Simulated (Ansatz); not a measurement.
## Relaxing Cu in the bcc type

First guess:

```yaml
crystal:
  lattice:
    - [-1.40625, 1.40625, 1.40625]
    - [1.40625, -1.40625, 1.40625]
    - [1.40625, 1.40625, -1.40625]
  atoms:
    - { symbol: Cu, position: [0.00000, 0.00000, 0.00000] }
```

These are results of DFT, PBE, PAW with Ansatz's default frozen-core files, scalar-relativistic (Ansatz 0.2.0), not measurements.

Cell and atoms relax within the symmetry of the start on a 16×16×16 k mesh with 0.08 eV Fermi–Dirac smearing.

The start is built from a prototype, known or not as a phase of this compound; the cutoff is 420 eV.

(1) What is the pressure of the first guess?

(2) What does it relax to?

(3) How much energy does the relaxation release?

Results:

(1) 12.82 GPa.

(2) a = 2.885 Å, b = 2.885 Å, c = 2.885 Å, α = 90.00°, β = 90.00°, γ = 90.00° (conventional cell), 12.01 Å³ per atom:
Space group Im-3m (No. 229). a = 2.885 Å, b = 2.885 Å, c = 2.885 Å, α = 90.00°, β = 90.00°, γ = 90.00°
| atom | site | symmetry | x | y | z |
| --- | --- | --- | --- | --- | --- |
| Cu | 2a | m-3m | 0.0000 | 0.0000 | 0.0000 |

(3) 33 meV/atom.
